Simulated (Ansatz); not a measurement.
Write the native input for Ansatz 0.2.0 that does the following.

```
Task                : single point
Functional          : PBEsol
Potentials or basis : Ansatz PAW
Cutoff              : 420 eV (not typed: the program's choice for these potentials)
k mesh              : 9 × 5 × 10
Occupations         : gaussian, width 0.01 eV
Spin                : collinear spin, random start
Starting moments    : [-0.58, 0.18] μB
```

Crystal: Ge.

```
CELL_PARAMETERS angstrom
2.79430 0.00000 0.00000
0.00000 5.20103 0.00000
0.00000 0.00000 2.69823
ATOMIC_POSITIONS crystal
Ge 0.50000 0.00000 0.00000
Ge 0.00000 0.50000 0.00000
```

This isn't the form of Ge at room conditions, which is diamond.

The cell isn't the ideal one: another cell of the same crystal, with 2 atoms.

The input as run:

input.yaml

```yaml
crystal:
  lattice:
    - [2.794298, 0.0, 0.0]
    - [0.0, 5.201032, 0.0]
    - [0.0, 0.0, 2.698231]
  atoms:
    - { symbol: Ge, position: [0.5, 0.0, 0.0], spin: -0.58 }
    - { symbol: Ge, position: [0.0, 0.5, 0.0], spin: 0.18 }
hamiltonian:
  xc: pbesol
  pseudopotentials: { kind: paw }
magnetization:
  spin_polarized: true
kpoints:
  mp_grid: { grid: [9, 5, 10] }
scf:
  occupations: { method: gaussian, width: 0.01 }
output:
  forces: true
  stress: true
  eigenvalues: true
```

Potentials or basis: Ansatz PAW.

Run with:

```sh
$ ansatz run input.yaml --threads 2 --pin off --max-ram 5632MiB --backend cpu --events-out ev --progress --plain --runs-dir out
```

Results of the run:

The pressure is -4.2 GPa. The band gap on the k mesh is none (metal or under the smearing width), the net moment is 0.00 μB per cell and the absolute moment is 0.00 μB per cell.

Caveat: the PAW data sets come from PBE, with cores solved anew for the run's functional, which leaves a small shift of forces and pressure; the starting moments weren't kept.

It took 7.1 s on 2 threads of Arm Neoverse V1, with other jobs on the host, peak memory 0.37 GiB.
